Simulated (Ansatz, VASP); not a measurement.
**V in VASP and in Ansatz**

Contents of run.py:

```python
from ase import Atoms
from ase.calculators.vasp import Vasp
from ase.dft.bandgap import bandgap

atoms = Atoms(
    ['V'],
    cell=[[-1.51435, 1.51435, 1.51435], [1.51435, -1.51435, 1.51435], [1.51435, 1.51435, -1.51435]],
    scaled_positions=[[0.0, 0.0, 0.0]],
    pbc=True,
)
atoms.set_initial_magnetic_moments([2.0])
calc = Vasp(
    directory='calc',
    xc='rpbe',
    pp='PBE',
    setups='recommended',
    prec='Accurate',
    encut=520,
    ediff=1e-06,
    ismear=0,
    sigma=0.1,
    lreal=False,
    lasph=True,
    nelm=150,
    algo='Normal',
    isif=2,
    lwave=False,
    lcharg=False,
    ispin=2,
    lorbit=11,
    lmaxmix=4,
    kpts=[12, 12, 12],
    gamma=True,
    nbands=16,
)
atoms.calc = calc

print('energy (eV):', atoms.get_potential_energy())
print('free energy (eV):', atoms.get_potential_energy(force_consistent=True))
print('forces (eV/A):')
print(atoms.get_forces())
print('stress (eV/A^3, Voigt):', atoms.get_stress())
print('Fermi level (eV):', calc.get_fermi_level())
print('moment (muB):', atoms.get_magnetic_moment())
print('site moments (muB):', atoms.get_magnetic_moments())
gap, top, bottom = bandgap(calc)
print('band gap (eV):', gap, 'from (spin, k, band)', top, 'to', bottom)
```

Contents of input.yaml:

```yaml
crystal:
  lattice:
    - [-1.51435, 1.51435, 1.51435]
    - [1.51435, -1.51435, 1.51435]
    - [1.51435, 1.51435, -1.51435]
  atoms:
    - { symbol: V, position: [0.0, 0.0, 0.0], spin: 2.0 }
hamiltonian:
  xc: rpbe
  pseudopotentials: { kind: paw }
magnetization:
  spin_polarized: true
kpoints:
  mp_grid: { grid: [12, 12, 12] }
scf:
  occupations: { method: gaussian, width: 0.1 }
output:
  forces: true
  stress: true
  eigenvalues: true
```

Alike in both runs: task single point; functional RPBE; k mesh 12 × 12 × 12; occupations gaussian, width 0.1 eV; collinear spin, ferromagnetic start.

```csv
,VASP,Ansatz
version,VASP 6.6.1,Ansatz 0.2.0
potentials or method,"VASP PAW PBE potentials, release 64 (V_sv)",Ansatz PAW
plane-wave cutoff (eV),520,420
valence electrons in the cell,13,13
```

VASP gave:

```
gap on the k mesh at the Fermi level (eV) : none
pressure (GPa)                            : -1.0
net moment per atom (μB)                  : 0.00
```

Question: Which values does Ansatz return?

Answer: gap on the k mesh at the Fermi level (eV): none; pressure (GPa): -1.2; net moment per atom (μB): 0.00.

A gap of «none» marks a metal or a gap that the smearing closes.

Caveats: the PAW data sets were made with another functional, which shifts forces and pressure a little (VASP); the PAW data sets come from PBE, with cores solved anew for the run's functional, which leaves a small shift of forces and pressure (Ansatz); the starting moments weren't kept (Ansatz).
